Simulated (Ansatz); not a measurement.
Input and command of a plane-wave DFT calculation in Ansatz:

```yaml
crystal:
  lattice:
    - [0.0, 3.48516, 3.09792]
    - [3.48516, 0.0, 3.09792]
    - [3.48516, 3.48516, 0.0]
  atoms:
    - { symbol: Te, position: [0.5, 0.5, 0.5] }
    - { symbol: Pb, position: [0.0, 0.0, 0.0] }
basis:
  ecutwfc: 420
kpoints:
  mp_grid: { grid: [8, 8, 8] }
hamiltonian:
  xc: pbe
scf:
  occupations: { method: gaussian, width: 0.05 }
output:
  forces: true
  stress: true
  eigenvalues: true
  write_density: true
  write_potential: true
  elf: true
  volumetric_format: npy
```

```bash
ansatz run input.yaml --threads 1 --pin off --max-ram 2560MiB --backend cpu --events-out ev --progress --plain --runs-dir out
```

Processor: Arm Neoverse V1, 1 thread, on a host shared with other jobs.

Task: How long does it run, and how much memory does it take?

Result: About 7.6 s on 1 thread of Arm Neoverse V1, with other jobs on the host, peak memory 0.38 GiB. It solves 19 bands at 59 k points (the mesh reduced by symmetry) with about 1455 plane waves, in 6 SCF iterations.
